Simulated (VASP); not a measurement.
# InAs (F-43m) in VASP: settings compared

Aim: see how the results for InAs move with the level of theory and the settings. Levels: PBEsol, RPBE+D4, revPBE+D3(BJ), revPBE+D4. Tasks: single point.

Program: VASP 6.6.1. These are calculated values, not measurements. Logs are shortened: lines on timing, memory, paths and dates and some standing lists are left out, and cuts for length are marked.

**What was measured.**

A printed reference work, data compilation reports, for a bulk crystal of InAs at 4.2 K: band gap 0.418 eV (direct).

How close the calculation comes is told below.

**1. The cell of the first run**

Symmetry: F-43m, No. 216, cubic system. Conventional cell: a = 6.088 Å, b = 6.088 Å, c = 6.088 Å, α = 90.00°, β = 90.00°, γ = 90.00°. Within 3.5 Å of In (site symmetry -43m) lie 4 As at 2.64 Å. Within 3.5 Å of As (site symmetry -43m) lie 4 In at 2.64 Å.

**2. Single point, PBEsol**

INCAR

```
SYSTEM = InAs
PREC     = Accurate       ! precision mode
ENCUT    = 520            ! plane-wave cutoff, eV
EDIFF    = 1E-7           ! SCF threshold, eV
ISMEAR   = -1             ! smearing method
SIGMA    = 0.05           ! smearing width, eV
LREAL    = .False.        ! projectors in reciprocal space
LASPH    = .True.         ! aspherical terms in the spheres
NELM     = 100            ! most SCF steps
ALGO     = Normal         ! electronic algorithm
ISIF     = 2              ! what is computed and relaxed
LWAVE    = .False.        ! write WAVECAR
LCHARG   = .False.        ! write CHGCAR
GGA      = PS             ! functional
NBANDS   = 16             ! bands
```

KPOINTS

```
Automatic mesh
0
Gamma
  8 8 8
  0 0 0
```

POSCAR

```
InAs
1.0
    0.0000000000      3.0441815448      3.0441815448
    3.0441815448      0.0000000000      3.0441815448
    3.0441815448      3.0441815448      0.0000000000
In As
1 1
Direct
    0.0000000000      0.0000000000      0.0000000000
    0.7500000000      0.7500000000      0.7500000000
```

Potentials or basis: VASP PAW PBE potentials, release 64 (In_d, As).

Launch:

```console
$ cat potpaw_PBE.64/In_d/POTCAR potpaw_PBE.64/As/POTCAR > POTCAR
$ mpirun -np 1 vasp_std > vasp.out
```

OUTCAR:

```text
SYSTEM = InAs
   PREC = Accurate
   ENCUT = 520
   EDIFF = 1E-7
   ISMEAR = -1
   LREAL = .False.
   LASPH = .True.
   NELM = 100
   ISIF = 2
   GGA = PS

 ion  position               nearest neighbor table
   1  0.000  0.000  0.000-   2 2.64   2 2.64   2 2.64   2 2.64
   2  0.750  0.750  0.750-   1 2.64   1 2.64   1 2.64   1 2.64

  LATTYP: Found a face centered cubic cell.
 ALAT       =     6.0883630896

  Lattice vectors:

 A1 = (   0.0000000000,   3.0441815448,   3.0441815448)
 A2 = (   3.0441815448,   0.0000000000,   3.0441815448)
 A3 = (   3.0441815448,   3.0441815448,   0.0000000000)

Analysis of symmetry for initial positions (statically):
=====================================================================
 Subroutine PRICEL returns:
 Original cell was already a primitive cell.

 Routine SETGRP: Setting up the symmetry group for a
 face centered cubic supercell.

 Subroutine GETGRP returns: Found 24 space group operations
 (whereof 24 operations were pure point group operations)
 out of a pool of 48 trial point group operations.

The static configuration has the point symmetry T_d .

Analysis of symmetry for dynamics (positions and initial velocities):
=====================================================================
 Subroutine PRICEL returns:
 Original cell was already a primitive cell.

 Routine SETGRP: Setting up the symmetry group for a
 face centered cubic supercell.

 Subroutine GETGRP returns: Found 24 space group operations
 (whereof 24 operations were pure point group operations)
 out of a pool of 48 trial point group operations.

The dynamic configuration has the point symmetry T_d .

 Subroutine INISYM returns: Found 24 space group operations
 (whereof 24 operations are pure point group operations),
 and found     1 'primitive' translations

----------------------------------------------------------------------------------------

                                     Primitive cell

  volume of cell :      56.4211

  direct lattice vectors                    reciprocal lattice vectors
     0.000000000  3.044181545  3.044181545    -0.164247760  0.164247760  0.164247760
     3.044181545  0.000000000  3.044181545     0.164247760 -0.164247760  0.164247760
     3.044181545  3.044181545  0.000000000     0.164247760  0.164247760 -0.164247760

  length of vectors
[... 79 lines left out ...]
   LASPH  =      T    aspherical Exc in radial PAW
   ENCUT  =  520.0 eV  38.22 Ry    6.18 a.u.   8.00  8.00  8.00*2*pi/ulx,y,z
   NELM   =    100;   NELMIN=  2; NELMDL= -5     # of ELM steps
   EDIFF  = 0.1E-06   stopping-criterion for ELM
   LREAL  =      F    real-space projection
   EDIFFG = 0.1E-05   stopping-criterion for IOM
   NSW    =      0    number of steps for IOM
   IBRION =     -1    ionic relax: 0-MD 1-quasi-New 2-CG
   NFREE  =      0    steps in history (QN), initial steepest desc. (CG)
   ISIF   =      2    stress and relaxation
   ISYM   =      2    0-nonsym 1-usesym 2-fastsym
   POTIM  = 0.5000    time-step for ionic-motion
   TEBEG  =    0.0;   TEEND  =   0.0 temperature during run
   PSTRESS=    0.0 pullay stress
   NELECT =      18.0000    total number of electrons
   NUPDOWN=      -1.0000    fix difference up-down
   EMIN   =  10.00;   EMAX   =-10.00  energy-range for DOS
   EFERMI =   0.00;   METHOD = LEGACY
   ISMEAR =    -1;   SIGMA  =   0.05  broadening in eV -4-tet -1-fermi 0-gaus
   EFERMI_NEDOS =   21; number of points for ismear=-14 and -15
   IALGO  =     38    algorithm
   IMIX   =      4    mixing-type and parameters
     AMIX     =   0.40;   BMIX     =  1.00
     AMIX_MAG =   1.60;   BMIX_MAG =  1.00
  volume/ion in A,a.u.               =      28.21       190.37
  Fermi-wavevector in a.u.,A,eV,Ry     =   1.118627  2.113898 17.025315  1.251325
  Thomas-Fermi vector in A             =   2.255259
   LORBIT       =      0    0 simple, 1 ext, 2 COOP (PROOUT), +10 PAW based schemes
   GGA     = PS    functional components
   LHFCALC =     F    Hartree Fock is set to
   AEXX    =    0.0000 exact exchange contribution
   IVDW    =     0    specifies the selected vdW correction
   LEPSILON=     F    determine dielectric tensor
   LRPA    =     F    only Hartree local field effects (RPA)
 non-spin polarized calculation
  energy-cutoff  :      520.00
  volume of cell :       56.42
 maximum number of plane-waves:      1540
   NGX = 17   NGY = 17   NGZ = 17

 number of electron      17.9999992 magnetization

 Free energy of the ion-electron system (eV)
  ---------------------------------------------------
  ext. energy  EPLUGINS =         0.00000000
  ---------------------------------------------------
  free energy    TOTEN  =        -8.48715476 eV

  energy without entropy =       -8.48660315  energy(sigma->0) =       -8.48687896

 E-fermi :   4.2187     XC(G=0):  -9.1946

 val. band max:        4.1699694365   @ k =   0.0000   0.0000   0.0000
 cond. band min:       5.0000529161   @ k =   0.5000   0.0000   0.0000
 fundamental gap:      0.8300834796
 Fermi energy:         4.2186796092

 k-point     1 :       0.0000    0.0000    0.0000
  band No.  band energies     occupation
      1     -10.1228      2.00000
      2     -10.1228      2.00000
      3     -10.1228      2.00000
      4     -10.0032      2.00000
      5     -10.0032      2.00000
      6      -7.5894      2.00000
[... 433 lines left out ...]
      3     -10.0721      2.00000
      4     -10.0081      2.00000
      5      -9.9962      2.00000
      6      -5.9090      2.00000
[... 8 lines left out ...]
     15      14.4152      0.00000
     16      15.1123      0.00000

 [... further k-points ...]

------------------------ aborting loop because EDIFF is reached ----------------------------------------

  FORCE on cell =-STRESS in cart. coord.  units (eV):
  Direction    XX          YY          ZZ          XY          YZ          ZX
  --------------------------------------------------------------------------------------
  -------------------------------------------------------------------------------------
  Total        0.0228808      0.0228808      0.0228808      0.0000000      0.0000000     -0.0000000
  in kB        0.6497411      0.6497411      0.6497411      0.0000000      0.0000000     -0.0000000
  external PRESSURE =       0.6497411 kB  Pullay stress =       0.0000000 kB

 VOLUME and BASIS-vectors are now :
 -----------------------------------------------------------------------------
  energy-cutoff  :      520.00
  volume of cell :       56.42
      direct lattice vectors                 reciprocal lattice vectors
     0.000000000  3.044181545  3.044181545    -0.164247760  0.164247760  0.164247760
     3.044181545  0.000000000  3.044181545     0.164247760 -0.164247760  0.164247760
     3.044181545  3.044181545  0.000000000     0.164247760  0.164247760 -0.164247760

 POSITION                                       TOTAL-FORCE (eV/Angst)
 -----------------------------------------------------------------------------------
      0.00000      0.00000      0.00000        -0.000000     -0.000000     -0.000000
      4.56627      4.56627      4.56627         0.000000      0.000000      0.000000
 -----------------------------------------------------------------------------------
    total drift:                                0.000000      0.000000      0.000000

  FREE ENERGIE OF THE ION-ELECTRON SYSTEM (eV)
  ---------------------------------------------------
  free  energy   TOTEN  =        -8.4871547647 eV

  energy  without entropy=       -8.4866031458  energy(sigma->0) =       -8.48687896
```

OSZICAR:

```text
N       E                     dE             d eps       ncg     rms          rms(c)
DAV:   1     0.113060965214E+03    0.11306E+03   -0.81154E+03   928   0.117E+03
DAV:   2    -0.925797086091E+00   -0.11399E+03   -0.10947E+03  1000   0.293E+02
DAV:   3    -0.857773413611E+01   -0.76519E+01   -0.76105E+01  1200   0.751E+01
DAV:   4    -0.877015209707E+01   -0.19242E+00   -0.19238E+00  1160   0.133E+01
DAV:   5    -0.877864150136E+01   -0.84894E-02   -0.84893E-02  1368   0.234E+00    0.432E+00
DAV:   6    -0.851897593040E+01    0.25967E+00   -0.38124E-01  1464   0.111E+01    0.236E+00
DAV:   7    -0.848833422675E+01    0.30642E-01   -0.10363E-01  1288   0.314E+00    0.676E-01
DAV:   8    -0.848682251941E+01    0.15117E-02   -0.12349E-02  1184   0.125E+00    0.190E-01
DAV:   9    -0.848706833174E+01   -0.24581E-03   -0.86133E-04  1112   0.261E-01    0.105E-01
DAV:  10    -0.848713603958E+01   -0.67708E-04   -0.11849E-04  1408   0.152E-01    0.627E-02
DAV:  11    -0.848715483346E+01   -0.18794E-04   -0.48214E-05  1040   0.935E-02    0.431E-02
DAV:  12    -0.848715471881E+01    0.11465E-06   -0.45384E-06  1112   0.213E-02    0.785E-03
DAV:  13    -0.848715482183E+01   -0.10301E-06   -0.10512E-06  1232   0.536E-03    0.314E-03
DAV:  14    -0.848715476472E+01    0.57110E-07   -0.55985E-08   928   0.238E-03
   1 F= -.84871548E+01 E0= -.84868790E+01  d E =-.551619E-03
```

Run time: 30 s. Hardware: 1 thread of Intel Xeon 8259CL, shared host; peak memory 0.19 GiB.

Results:

```
Free energy            : -8.4872 eV
Pressure               : 0.1 GPa
Band gap on the k mesh : zero (filled and empty bands touch)
```

Caveat: semilocal functionals underestimate gaps, so a narrow gap can read as zero; the PAW data sets were made with another functional, which shifts forces and pressure a little; spin-orbit coupling is left out, which moves the levels of the heavy elements.

**3. Single point, RPBE+D4**

This run uses another cell than the first one, of 28.43 Å³/atom.

INCAR

```
ALGO = Normal
EDIFF = 1E-6
ENCUT = 520
GGA = RP
ISIF = 2
ISMEAR = -1
IVDW = 13
LASPH = True
LCHARG = False
LREAL = False
LWAVE = False
NBANDS = 16
NELM = 100
PREC = Accurate
SIGMA = 0.05
```

KPOINTS

```
k-points
0
Gamma
  8 8 8
```

POSCAR

```
InAs
1.0
    0.0000000000      3.0522203153      3.0522203153
    3.0522203153      0.0000000000      3.0522203153
    3.0522203153      3.0522203153      0.0000000000
In As
1 1
Direct
    0.0000000000      0.0000000000      0.0000000000
    0.7500000000      0.7500000000      0.7500000000
```

Potentials or basis: VASP PAW PBE potentials, release 64 (In_d, As).

Launch:

```console
$ cat potpaw_PBE.64/In_d/POTCAR potpaw_PBE.64/As/POTCAR > POTCAR
$ mpirun -np 1 vasp_std > vasp.out
```

Run time: 29 s. Hardware: 1 thread of Intel Xeon 8259CL, shared host; peak memory 0.19 GiB.

Results (log left out):

```
Free energy                : -8.1812 eV
Pressure                   : 0.0 GPa
Band gap on the k mesh     : zero (filled and empty bands touch)
Dispersion energy per atom : -0.589 eV
```

Levels at points of the mesh, in eV from the Fermi level:
```csv
k point,band 5,band 6,band 7,band 8,band 9,band 10,band 11,band 12,band 13,band 14
"(0.00, 0.00, 0.00)",-14.30,-11.69,-0.27,-0.05,-0.05,-0.05,3.89,3.89,3.89,7.58
"(0.50, 0.00, 0.00)",-14.29,-10.31,-5.62,-0.99,-0.99,0.94,4.66,4.66,6.93,9.01
"(0.50, 0.50, 0.00)",-14.28,-9.80,-5.72,-2.26,-2.26,1.66,2.09,9.09,9.09,9.10
```

Caveat: semilocal functionals underestimate gaps, so a narrow gap can read as zero; the PAW data sets were made with another functional, which shifts forces and pressure a little; spin-orbit coupling is left out, which moves the levels of the heavy elements.

**4. Single point, revPBE+D3(BJ)**

INCAR

```
SYSTEM = InAs
PREC     = Accurate       ! precision mode
ENCUT    = 520            ! plane-wave cutoff, eV
EDIFF    = 1E-6           ! SCF threshold, eV
ISMEAR   = -1             ! smearing method
SIGMA    = 0.05           ! smearing width, eV
LREAL    = .False.        ! projectors in reciprocal space
LASPH    = .True.         ! aspherical terms in the spheres
NELM     = 100            ! most SCF steps
ALGO     = Normal         ! electronic algorithm
ISIF     = 2              ! what is computed and relaxed
LWAVE    = .False.        ! write WAVECAR
LCHARG   = .False.        ! write CHGCAR
GGA      = RE             ! functional
IVDW     = 12             ! dispersion correction
NBANDS   = 16             ! bands
```

KPOINTS

```
Automatic mesh
0
Gamma
  8 8 8
  0 0 0
```

POSCAR

```
InAs
1.0
    0.0000000000      3.0447850840      3.0447850840
    3.0447850840      0.0000000000      3.0447850840
    3.0447850840      3.0447850840      0.0000000000
In As
1 1
Direct
    0.0000000000      0.0000000000      0.0000000000
    0.7500000000      0.7500000000      0.7500000000
```

Launch:

```console
$ cat potpaw_PBE.64/In_d/POTCAR potpaw_PBE.64/As/POTCAR > POTCAR
$ mpirun -np 1 vasp_std > vasp.out
```

It took 26 s on 1 thread of Intel Xeon 8259CL, shared host; peak memory 0.19 GiB.

Results (log left out):

```yaml
Free_energy: -8.2803 eV
Pressure: 0.0 GPa
Band_gap_on_the_k_mesh: zero (filled and empty bands touch)
Dispersion_energy_per_atom: -0.591 eV
```

Levels at points of the mesh, in eV from the Fermi level:
```csv
k point,band 7,band 8,band 9,band 10,band 11,band 12
"(0.00, 0.00, 0.00)",-0.26,-0.05,-0.05,-0.05,3.88,3.88
"(0.50, 0.00, 0.00)",-5.67,-1.00,-1.00,0.93,4.65,4.65
"(0.50, 0.50, 0.00)",-5.77,-2.29,-2.29,1.62,2.07,9.10
```

Caveat: semilocal functionals underestimate gaps, so a narrow gap can read as zero; the PAW data sets were made with another functional, which shifts forces and pressure a little; spin-orbit coupling is left out, which moves the levels of the heavy elements.

(Part 1 of 2 ends here.)
